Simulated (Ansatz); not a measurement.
# AlN (P6_3mc): the host for defect calculations, part 3 of 3

Aim: the runs on the perfect crystal AlN (P6_3mc) that a defect calculation needs first.

Ansatz 0.2.0; plane-wave PAW DFT, r2SCAN; single point of the host's primitive cell on a dense mesh; PAW set soft_1 (the session's first sound run).

So far: The starting structure; Primitive cell on a dense mesh; Self-consistent run; Defect free supercell relaxed from its symmetric sites.

## 5. Defect free supercell relaxed from displaced atoms

This step: plane-wave PAW DFT, r2SCAN; relaxation of the defect-free supercell from random displacements, a test of the host's stability; PAW set soft_1 (Ansatz 0.2.0).

The input, pristine.rattled/input.yaml:

```yaml
crystal:
  lattice:
    - [9.3195654863, 5.3806537569, 0.0]
    - [-9.3195655856, 5.3806535849, 0.0]
    - [0.0, 0.0, 9.956477719]
  atoms:
    - { symbol: Al, position: [0.0, 0.1666666666, 0.2496016674] }
    - { symbol: Al, position: [0.1666666666, 0.0, 0.2496016674] }
    - { symbol: Al, position: [0.3333333334, 0.3333333333, 0.2496016674] }
    - { symbol: Al, position: [0.0, 0.3333333334, 0.4996016674] }
    - { symbol: Al, position: [0.1666666666, 0.1666666667, 0.4996016674] }
    - { symbol: Al, position: [0.3333333334, 0.0, 0.4996016674] }
    - { symbol: "N", position: [0.0, 0.1666666666, 0.4403983326] }
    - { symbol: "N", position: [0.1666666666, 0.0, 0.4403983326] }
    - { symbol: "N", position: [0.3333333334, 0.3333333333, 0.4403983326] }
    - { symbol: "N", position: [0.0, 0.3333333334, 0.1903983326] }
    - { symbol: "N", position: [0.1666666666, 0.1666666667, 0.1903983326] }
    - { symbol: "N", position: [0.3333333334, 0.0, 0.1903983326] }
    - { symbol: Al, position: [0.0, 0.1666666666, 0.7496016674] }
    - { symbol: Al, position: [0.1666666666, 0.0, 0.7496016674] }
    - { symbol: Al, position: [0.3333333334, 0.3333333333, 0.7496016674] }
    - { symbol: Al, position: [0.0, 0.3333333334, 0.9996016674] }
    - { symbol: Al, position: [0.1666666666, 0.1666666667, 0.9996016674] }
    - { symbol: Al, position: [0.3333333334, 0.0, 0.9996016674] }
    - { symbol: "N", position: [0.0, 0.1666666666, 0.9403983326] }
    - { symbol: "N", position: [0.1666666666, 0.0, 0.9403983326] }
    - { symbol: "N", position: [0.3333333334, 0.3333333333, 0.9403983326] }
    - { symbol: "N", position: [0.0, 0.3333333334, 0.6903983326] }
    - { symbol: "N", position: [0.1666666666, 0.1666666667, 0.6903983326] }
    - { symbol: "N", position: [0.3333333334, 0.0, 0.6903983326] }
    - { symbol: Al, position: [0.0, 0.6666666666, 0.2496016674] }
    - { symbol: Al, position: [0.1666666666, 0.5, 0.2496016674] }
    - { symbol: Al, position: [0.3333333334, 0.8333333333, 0.2496016674] }
    - { symbol: Al, position: [0.0, 0.8333333333, 0.4996016674] }
    - { symbol: Al, position: [0.1666666666, 0.6666666667, 0.4996016674] }
    - { symbol: Al, position: [0.3333333334, 0.5, 0.4996016674] }
    - { symbol: "N", position: [0.0, 0.6666666666, 0.4403983326] }
    - { symbol: "N", position: [0.1666666666, 0.5, 0.4403983326] }
    - { symbol: "N", position: [0.3333333334, 0.8333333333, 0.4403983326] }
    - { symbol: "N", position: [0.0, 0.8333333333, 0.1903983326] }
    - { symbol: "N", position: [0.1666666666, 0.6666666667, 0.1903983326] }
    - { symbol: "N", position: [0.3333333334, 0.5, 0.1903983326] }
    - { symbol: Al, position: [0.0, 0.6666666666, 0.7496016674] }
    - { symbol: Al, position: [0.1666666666, 0.5, 0.7496016674] }
    - { symbol: Al, position: [0.3333333334, 0.8333333333, 0.7496016674] }
    - { symbol: Al, position: [0.0, 0.8333333333, 0.9996016674] }
    - { symbol: Al, position: [0.1666666666, 0.6666666667, 0.9996016674] }
    - { symbol: Al, position: [0.3333333334, 0.5, 0.9996016674] }
    - { symbol: "N", position: [0.0, 0.6666666666, 0.9403983326] }
    - { symbol: "N", position: [0.1666666666, 0.5, 0.9403983326] }
    - { symbol: "N", position: [0.3333333334, 0.8333333333, 0.9403983326] }
    - { symbol: "N", position: [0.0, 0.8333333333, 0.6903983326] }
    - { symbol: "N", position: [0.1666666666, 0.6666666667, 0.6903983326] }
    - { symbol: "N", position: [0.3333333334, 0.5, 0.6903983326] }
    - { symbol: Al, position: [0.5, 0.1666666666, 0.2496016674] }
    - { symbol: Al, position: [0.6666666666, 0.0, 0.2496016674] }
    - { symbol: Al, position: [0.8333333333, 0.3333333333, 0.2496016674] }
    - { symbol: Al, position: [0.5, 0.3333333334, 0.4996016674] }
    - { symbol: Al, position: [0.6666666666, 0.1666666667, 0.4996016674] }
    - { symbol: Al, position: [0.8333333333, 0.0, 0.4996016674] }
    - { symbol: "N", position: [0.5, 0.1666666666, 0.4403983326] }
    - { symbol: "N", position: [0.6666666666, 0.0, 0.4403983326] }
    - { symbol: "N", position: [0.8333333333, 0.3333333333, 0.4403983326] }
    - { symbol: "N", position: [0.5, 0.3333333334, 0.1903983326] }
    - { symbol: "N", position: [0.6666666666, 0.1666666667, 0.1903983326] }
    - { symbol: "N", position: [0.8333333333, 0.0, 0.1903983326] }
    - { symbol: Al, position: [0.5, 0.1666666666, 0.7496016674] }
    - { symbol: Al, position: [0.6666666666, 0.0, 0.7496016674] }
    - { symbol: Al, position: [0.8333333333, 0.3333333333, 0.7496016674] }
    - { symbol: Al, position: [0.5, 0.3333333334, 0.9996016674] }
    - { symbol: Al, position: [0.6666666666, 0.1666666667, 0.9996016674] }
    - { symbol: Al, position: [0.8333333333, 0.0, 0.9996016674] }
    - { symbol: "N", position: [0.5, 0.1666666666, 0.9403983326] }
    - { symbol: "N", position: [0.6666666666, 0.0, 0.9403983326] }
    - { symbol: "N", position: [0.8333333333, 0.3333333333, 0.9403983326] }
    - { symbol: "N", position: [0.5, 0.3333333334, 0.6903983326] }
    - { symbol: "N", position: [0.6666666666, 0.1666666667, 0.6903983326] }
    - { symbol: "N", position: [0.8333333333, 0.0, 0.6903983326] }
    - { symbol: Al, position: [0.5, 0.6666666666, 0.2496016674] }
    - { symbol: Al, position: [0.6666666666, 0.5, 0.2496016674] }
    - { symbol: Al, position: [0.8333333333, 0.8333333333, 0.2496016674] }
    - { symbol: Al, position: [0.5, 0.8333333333, 0.4996016674] }
    - { symbol: Al, position: [0.6666666666, 0.6666666667, 0.4996016674] }
    - { symbol: Al, position: [0.8333333333, 0.5, 0.4996016674] }
    - { symbol: "N", position: [0.5, 0.6666666666, 0.4403983326] }
    - { symbol: "N", position: [0.6666666666, 0.5, 0.4403983326] }
    - { symbol: "N", position: [0.8333333333, 0.8333333333, 0.4403983326] }
    - { symbol: "N", position: [0.5, 0.8333333333, 0.1903983326] }
    - { symbol: "N", position: [0.6666666666, 0.6666666667, 0.1903983326] }
    - { symbol: "N", position: [0.8333333333, 0.5, 0.1903983326] }
    - { symbol: Al, position: [0.5, 0.6666666666, 0.7496016674] }
    - { symbol: Al, position: [0.6666666666, 0.5, 0.7496016674] }
    - { symbol: Al, position: [0.8333333333, 0.8333333333, 0.7496016674] }
    - { symbol: Al, position: [0.5, 0.8333333333, 0.9996016674] }
    - { symbol: Al, position: [0.6666666666, 0.6666666667, 0.9996016674] }
    - { symbol: Al, position: [0.8333333333, 0.5, 0.9996016674] }
    - { symbol: "N", position: [0.5, 0.6666666666, 0.9403983326] }
    - { symbol: "N", position: [0.6666666666, 0.5, 0.9403983326] }
    - { symbol: "N", position: [0.8333333333, 0.8333333333, 0.9403983326] }
    - { symbol: "N", position: [0.5, 0.8333333333, 0.6903983326] }
    - { symbol: "N", position: [0.6666666666, 0.6666666667, 0.6903983326] }
    - { symbol: "N", position: [0.8333333333, 0.5, 0.6903983326] }
basis:
  ecutwfc: 500
  xc_grid: 2
hamiltonian:
  xc: r2scan
  pseudopotentials: { kind: paw, azcp: { folder: soft_1 } }
kpoints:
  mp_grid: { grid: [1, 1, 1], shift: [0.25, 0.25, 0.25] }
scf:
  occupations: { method: fermi_dirac, width: 0.01 }
  max_iter: 80
output:
  forces: true
relax:
  f_tol: 0.01
  max_steps: 120
  random_displacement: { amplitude: 0.08, seed: 1236 }
checkpoint:
  write: "../pristine.rattled.run"
  compress: false
  write_wavefunctions: false
  write_every: 100000
```

The run is started by

```bash
> ansatz run input.yaml --threads 8 --pin off --max-ram 15073MiB --backend cpu --events-out ev --progress --plain --runs-dir out
```

Numbers of over 12 decimals in the logs are rounded to 6 here.

Log:

```text
[...]
Crystal: 96 atoms, lattice volume = 998.542 Å³
Basis set: ecut = 500 eV, 25363 PW (Γ), exchange–correlation on 160×160×150 points (8 copies of the dense FFT grid, shifted against one another)
Bands: 288, of which v1, the nominal top of the filled ones, is band 192 counted from 1 (191 counted from 0)
Symmetry: 1 space group operations
k-points: 1
[...]
SCF iter   1: F=—  HF=-44611.619967 eV  |F-HF|=—  |Δ(HF+E_count)|=         —  Δρ=1.37e-1  dr2=2.30e2  dr2_τ=2.67e1  ethr=3.10e-3  ⟨swp⟩=6.0  Hψ=1124  notcnv=0  defer=79
[...]
SCF iter   9: F=-44560.444023 eV  HF=-44560.444023 eV  |F-HF|=2.41e-8  |Δ(HF+E_count)|=   3.21e-7  Δρ=3.48e-6  dr2=6.99e-8  dr2_τ=7.60e-9  ethr=6.51e-10  ⟨swp⟩=3.0  Hψ=610  notcnv=0
SCF 1 converged in 9 iterations: F = -44560.444023 eV  dr2 = 6.99e-8
[...]
relax step   1: F+E_penalty+E_count = -44560.44402307 eV  Δ(F+E_penalty+E_count) = +0.000e0 eV  max|allowed force component| = 4.114e0 eV/Å  Δτ_max = 0.0000 Å  (9 SCF iters, dr2 threshold 2.50e-6 eV, accepted)
[... the SCF cycles and remarks between the steps are left out from here to the last step ...]
relax step   2: F+E_penalty+E_count = -44565.32114751 eV  Δ(F+E_penalty+E_count) = -4.877e0 eV  max|allowed force component| = 1.821e0 eV/Å  Δτ_max = 0.0879 Å  (6 SCF iters, dr2 threshold 1.00e-4 eV, accepted)
relax step   3: F+E_penalty+E_count = -44567.45298903 eV  Δ(F+E_penalty+E_count) = -2.132e0 eV  max|allowed force component| = 2.863e-2 eV/Å  Δτ_max = 0.0668 Å  (6 SCF iters, dr2 threshold 1.00e-4 eV, accepted)
relax step   4: F+E_penalty+E_count = -44567.45299050 eV  Δ(F+E_penalty+E_count) = -1.468e-6 eV  max|allowed force component| = 2.878e-2 eV/Å  Δτ_max = 0.0000 Å  (4 SCF iters, accepted)
SCF iter   1: F=—  HF=-44567.453439 eV  |F-HF|=—  |Δ(HF+E_count)|=         —  Δρ=1.34e-4  dr2=2.06e-4  dr2_τ=6.20e-4  ethr=9.64e-7  ⟨swp⟩=2.0  Hψ=459  notcnv=0  defer=22
[...]
SCF iter   5: F=-44567.453374 eV  HF=-44567.453374 eV  |F-HF|=8.98e-9  |Δ(HF+E_count)|=   1.45e-7  Δρ=1.53e-6  dr2=2.74e-8  dr2_τ=3.09e-9  ethr=2.60e-11  ⟨swp⟩=4.0  Hψ=611  notcnv=0
SCF 5 converged in 5 iterations: F = -44567.453374 eV  dr2 = 2.74e-8
relax step   5: F+E_penalty+E_count = -44567.45337391 eV  Δ(F+E_penalty+E_count) = -3.834e-4 eV  max|allowed force component| = 6.270e-3 eV/Å  Δτ_max = 0.0019 Å  (5 SCF iters, accepted)
[...]
SCF iter   2: F=-44567.453374 eV  HF=-44567.453374 eV  |F-HF|=4.37e-11  |Δ(HF+E_count)|=   2.36e-9  Δρ=7.34e-7  dr2=6.99e-9  dr2_τ=3.49e-10  ethr=7.12e-12  ⟨swp⟩=3.0  Hψ=551  notcnv=0
SCF 6 converged in 2 iterations: F = -44567.453374 eV  dr2 = 6.99e-9
SCF converged after 2 iterations
Free energy (F): -44567.453374 eV
[...]
Internal energy: -44567.453374 eV  (E = F + TS)
E sigma→0 (E₀):  -44567.453374 eV
Fermi energy:    9.760412 eV
[...]
--- Forces (eV/Å), atoms counted from 1 ---
  atom   1  Al     0.00022322     0.00047319    -0.00486319
  atom   2  Al    -0.00019804    -0.00119598     0.00296660
  atom   3  Al    -0.00036301    -0.00116834     0.00561581
  atom   4  Al     0.00007306    -0.00018788    -0.00394133
  atom   5  Al     0.00077185     0.00184462     0.00173870
  atom   6  Al    -0.00109282    -0.00436130     0.00251077
  atom   7  N     -0.00010829     0.00149986     0.00217617
  atom   8  N      0.00032673     0.00313833    -0.00245286
  atom   9  N     -0.00124199     0.00105416    -0.00348199
  atom  10  N      0.00253612    -0.00128839     0.00329626
  atom  11  N     -0.00013496    -0.00026438    -0.00229007
  atom  12  N      0.00010721    -0.00032979    -0.00144367
  atom  13  Al    -0.00014252     0.00373946    -0.00621983
  atom  14  Al     0.00023172     0.00315721    -0.00049281
  atom  15  Al     0.00072206     0.00549148    -0.00218276
  atom  16  Al    -0.00195524     0.00080466    -0.00250569
  atom  17  Al    -0.00099170    -0.00179463     0.00143480
  atom  18  Al    -0.00165333     0.00223106     0.00341797
  atom  19  N      0.00189922    -0.00093115     0.00499357
  atom  20  N     -0.00030797     0.00035905    -0.00009544
  atom  21  N      0.00156594    -0.00085148    -0.00362854
  atom  22  N      0.00204034    -0.00166587     0.00529680
  atom  23  N     -0.00136507    -0.00445313     0.00147955
  atom  24  N     -0.00113055    -0.00059120     0.00074043
  atom  25  Al    -0.00096689    -0.00131158     0.00034539
  atom  26  Al    -0.00086291    -0.00101393     0.00073199
  atom  27  Al    -0.00080274     0.00170827     0.00229303
  atom  28  Al     0.00275318    -0.00236566     0.00146955
  atom  29  Al    -0.00136811    -0.00107017     0.00257687
  atom  30  Al     0.00193105    -0.00144582     0.00215703
  atom  31  N     -0.00086882     0.00247954    -0.00226168
  atom  32  N      0.00217489    -0.00001392    -0.00091085
  atom  33  N      0.00069780     0.00302905     0.00029498
  atom  34  N     -0.00138334    -0.00017937    -0.00319914
  atom  35  N      0.00063129    -0.00097700    -0.00056988
  atom  36  N      0.00128936     0.00167535    -0.00199614
  atom  37  Al     0.00193933    -0.00012276     0.00168064
  atom  38  Al    -0.00464597     0.00287664    -0.00217722
  atom  39  Al     0.00290426    -0.00165065    -0.00316943
  atom  40  Al    -0.00187337    -0.00141825     0.00143634
[...]
atom  85  Al     0.00085267     0.00258173     0.00147965
  atom  86  Al    -0.00259636     0.00110369    -0.00211825
  atom  87  Al    -0.00122928    -0.00079867    -0.00058282
  atom  88  Al    -0.00054364     0.00017478    -0.00048427
  atom  89  Al     0.00143073     0.00435801     0.00175344
  atom  90  Al    -0.00110890    -0.00297297     0.00344729
  atom  91  N      0.00051072    -0.00265483    -0.00245550
  atom  92  N      0.00062327    -0.00056752    -0.00129758
  atom  93  N      0.00025869    -0.00059964     0.00017358
  atom  94  N     -0.00196332    -0.00086561     0.00234170
  atom  95  N     -0.00000124    -0.00090180     0.00202905
  atom  96  N      0.00117131    -0.00043689     0.00118381
  max |Σ_I F_I| component: 3.39e-3 eV/Å
--- Relaxed structure (5 steps of the walk, 5 accepted, 0 SCFs on fresh bases) ---
  F+E_penalty+E_count = -44567.45337391 eV   max|allowed force component| = 6.270e-3 eV/Å
  atoms:
    - { symbol: Al, position: [0.000135, 0.167366, 0.249927] }
    - { symbol: Al, position: [0.166822, 0.000708, 0.249875] }
    - { symbol: Al, position: [0.333489, 0.334043, 0.249866] }
    - { symbol: Al, position: [0.000126, 0.334018, 0.499893] }
    - { symbol: Al, position: [0.166787, 0.167345, 0.499856] }
    - { symbol: Al, position: [0.333477, 0.000689, 0.499845] }
    - { symbol: N, position: [0.000140, 0.167367, 0.440685] }
    - { symbol: N, position: [0.166815, 0.000704, 0.440681] }
    - { symbol: N, position: [0.333493, 0.334041, 0.440688] }
    - { symbol: N, position: [0.000121, 0.334010, 0.190658] }
    - { symbol: N, position: [0.166770, 0.167337, 0.190681] }
    - { symbol: N, position: [0.333450, 0.000669, 0.190665] }
    - { symbol: Al, position: [0.000128, 0.167345, 0.749908] }
    - { symbol: Al, position: [0.166798, 0.000684, 0.749880] }
    - { symbol: Al, position: [0.333455, 0.334009, 0.749903] }
    - { symbol: Al, position: [0.000135, 0.334010, 0.999887] }
    - { symbol: Al, position: [0.166800, 0.167354, 0.999873] }
    - { symbol: Al, position: [0.333463, 0.000676, 0.999850] }
    - { symbol: N, position: [0.000162, 0.167390, 0.940657] }
    - { symbol: N, position: [0.166828, 0.000716, 0.940675] }
    - { symbol: N, position: [0.333491, 0.334056, 0.940704] }
    - { symbol: N, position: [0.000106, 0.333996, 0.690656] }
    - { symbol: N, position: [0.166788, 0.167336, 0.690662] }
    - { symbol: N, position: [0.333443, 0.000657, 0.690654] }
    - { symbol: Al, position: [0.000157, 0.667372, 0.249904] }
    - { symbol: Al, position: [0.166824, 0.500710, 0.249886] }
    - { symbol: Al, position: [0.333469, 0.834021, 0.249866] }
    - { symbol: Al, position: [0.000130, 0.834031, 0.499855] }
    - { symbol: Al, position: [0.166801, 0.667351, 0.499865] }
    - { symbol: Al, position: [0.333458, 0.500687, 0.499857] }
    - { symbol: N, position: [0.000150, 0.667369, 0.440700] }
    - { symbol: N, position: [0.166814, 0.500715, 0.440679] }
    - { symbol: N, position: [0.333477, 0.834033, 0.440657] }
    - { symbol: N, position: [0.000117, 0.833998, 0.190688] }
    - { symbol: N, position: [0.166776, 0.667335, 0.190660] }
    - { symbol: N, position: [0.333449, 0.500678, 0.190682] }
    - { symbol: Al, position: [0.000140, 0.667366, 0.749863] }
    - { symbol: Al, position: [0.166808, 0.500671, 0.749904] }
    - { symbol: Al, position: [0.333474, 0.834037, 0.749897] }
    - { symbol: Al, position: [0.000141, 0.834018, 0.999874] }
    - { symbol: Al, position: [0.166791, 0.667347, 0.999858] }
    - { symbol: Al, position: [0.333473, 0.500689, 0.999871] }
    - { symbol: N, position: [0.000162, 0.667388, 0.940666] }
    - { symbol: N, position: [0.166821, 0.500716, 0.940691] }
    - { symbol: N, position: [0.333485, 0.834043, 0.940682] }
    - { symbol: N, position: [0.000110, 0.833999, 0.690667] }
    - { symbol: N, position: [0.166775, 0.667325, 0.690671] }
    - { symbol: N, position: [0.333448, 0.500664, 0.690669] }
    - { symbol: Al, position: [0.500147, 0.167368, 0.249900] }
    - { symbol: Al, position: [0.666812, 0.000700, 0.249873] }
    - { symbol: Al, position: [0.833503, 0.334046, 0.249886] }
    - { symbol: Al, position: [0.500145, 0.334036, 0.499880] }
    - { symbol: Al, position: [0.666815, 0.167362, 0.499865] }
    - { symbol: Al, position: [0.833454, 0.000664, 0.499890] }
    - { symbol: N, position: [0.500155, 0.167376, 0.440694] }
    - { symbol: N, position: [0.666829, 0.000714, 0.440674] }
    - { symbol: N, position: [0.833497, 0.334051, 0.440673] }
    - { symbol: N, position: [0.500105, 0.333996, 0.190668] }
    - { symbol: N, position: [0.666780, 0.167335, 0.190669] }
    - { symbol: N, position: [0.833440, 0.000666, 0.190662] }
    - { symbol: Al, position: [0.500137, 0.167353, 0.749862] }
    - { symbol: Al, position: [0.666794, 0.000697, 0.749902] }
    - { symbol: Al, position: [0.833469, 0.334016, 0.749902] }
    - { symbol: Al, position: [0.500123, 0.334003, 0.999861] }
    - { symbol: Al, position: [0.666805, 0.167352, 0.999847] }
    - { symbol: Al, position: [0.833466, 0.000696, 0.999875] }
    - { symbol: N, position: [0.500164, 0.167380, 0.940670] }
    - { symbol: N, position: [0.666824, 0.000708, 0.940691] }
    - { symbol: N, position: [0.833497, 0.334049, 0.940686] }
    - { symbol: N, position: [0.500125, 0.334011, 0.690675] }
    - { symbol: N, position: [0.666793, 0.167332, 0.690671] }
    - { symbol: N, position: [0.833442, 0.000661, 0.690663] }
    - { symbol: Al, position: [0.500175, 0.667379, 0.249914] }
    - { symbol: Al, position: [0.666833, 0.500727, 0.249880] }
    - { symbol: Al, position: [0.833468, 0.834037, 0.249879] }
    - { symbol: Al, position: [0.500132, 0.834022, 0.499849] }
    - { symbol: Al, position: [0.666819, 0.667362, 0.499876] }
    - { symbol: Al, position: [0.833454, 0.500684, 0.499867] }
    - { symbol: N, position: [0.500163, 0.667380, 0.440694] }
    - { symbol: N, position: [0.666825, 0.500719, 0.440663] }
    - { symbol: N, position: [0.833489, 0.834045, 0.440658] }
    - { symbol: N, position: [0.500105, 0.833986, 0.190675] }
    - { symbol: N, position: [0.666774, 0.667335, 0.190663] }
    - { symbol: N, position: [0.833453, 0.500679, 0.190671] }
    - { symbol: Al, position: [0.500135, 0.667359, 0.749869] }
    - { symbol: Al, position: [0.666817, 0.500690, 0.749913] }
    - { symbol: Al, position: [0.833484, 0.834031, 0.749904] }
    - { symbol: Al, position: [0.500125, 0.834011, 0.999882] }
    - { symbol: Al, position: [0.666773, 0.667341, 0.999858] }
    - { symbol: Al, position: [0.833487, 0.500703, 0.999858] }
    - { symbol: N, position: [0.500163, 0.667394, 0.940678] }
    - { symbol: N, position: [0.666827, 0.500716, 0.940695] }
    - { symbol: N, position: [0.833498, 0.834054, 0.940689] }
    - { symbol: N, position: [0.500113, 0.833999, 0.690651] }
    - { symbol: N, position: [0.666789, 0.667333, 0.690667] }
    - { symbol: N, position: [0.833434, 0.500656, 0.690666] }
```

Elapsed: 41 s, on 8 threads of Arm Neoverse V2, shared host; peak memory 2.3 GiB; 5.1 min of CPU time.

The steps of the relaxation:

```
step  energy less that of the first step (eV)  largest force component (eV/Å)
   1                                   0.0000                          4.1140
   2                                  -4.8771                          1.8213
   3                                  -7.0090                          0.0286
   4                                  -7.0090                          0.0288
   5                                  -7.0094                          0.0063
```

The relaxation ends 73 meV an atom lower than the displaced start, with a largest force component of 0.0063 eV/Å.

## 6. Results

| Property | Result |
| --- | --- |
| supercell relaxed in its symmetry less the displaced and relaxed one | 0.000 eV |
| energy an atom at one point at (¼, ¼, ¼) less that on the dense mesh | -0.001 eV |

**Reading.** Step 5: The energy fell by 7.009 eV from the randomly displaced start; the atoms end within 0.005 Å of the sites as typed, once the mean shift is taken out. The displaced cell ends within 0.01 eV of the symmetric one relaxed in its symmetry, so no lower structure shows in this supercell. All at zero temperature.

[Logs are printed without paths, hosts, clocks, repeated set-up lines and the standing remarks that a program may print on its own settings, such as how far it seeks lower states.]

[Hosts, paths, dates, database ids (printed as entryN), source tags and the programs' standing remarks are cut or masked in the printed files.]

[Runs of the host that timed out are not shown.]

[For some hosts the program warned that the k-mesh of the response run may be too coarse for force constants and the static dielectric constant; such warnings are not always shown.]
